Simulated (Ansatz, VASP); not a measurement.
# Sb in VASP and in Ansatz

```
Sb
1.0
    -1.87134    1.87134    1.87134
     1.87134   -1.87134    1.87134
     1.87134    1.87134   -1.87134
Sb
1
Direct
  0.00000 0.00000 0.00000
```

This isn't the form of Sb at room conditions, which is rhombohedral.

Alike in both runs: task single point; functional r2SCAN; k mesh 6 × 6 × 6; occupations gaussian, width 0.1 eV; no spin polarisation.

|  | VASP | Ansatz |
| --- | --- | --- |
| version | VASP 6.6.1 | Ansatz 0.2.0 |
| potentials or method | VASP PAW PBE potentials, release 64 (Sb) | scalar-relativistic, plane waves, PAW |
| plane-wave cutoff (eV) | 520 | 500 |
| valence electrons in the cell | 5 | 15 |

Ansatz gave:

- gap on the k mesh at the Fermi level (eV): none
- pressure (GPa): 3.0

What did VASP give for the same quantities?

gap on the k mesh at the Fermi level (eV): none; pressure (GPa): 2.9.

A gap of «none» marks a metal or a gap that the smearing closes. The two sets of potentials don't hold the same shells in valence.

Caveats: the k mesh is coarse (spacing up to 0.40 Å⁻¹), so the values aren't converged; the PAW data sets were made with another functional, which shifts forces and pressure a little (VASP). The runs have no spin-orbit coupling, so splittings on Sb are missing.
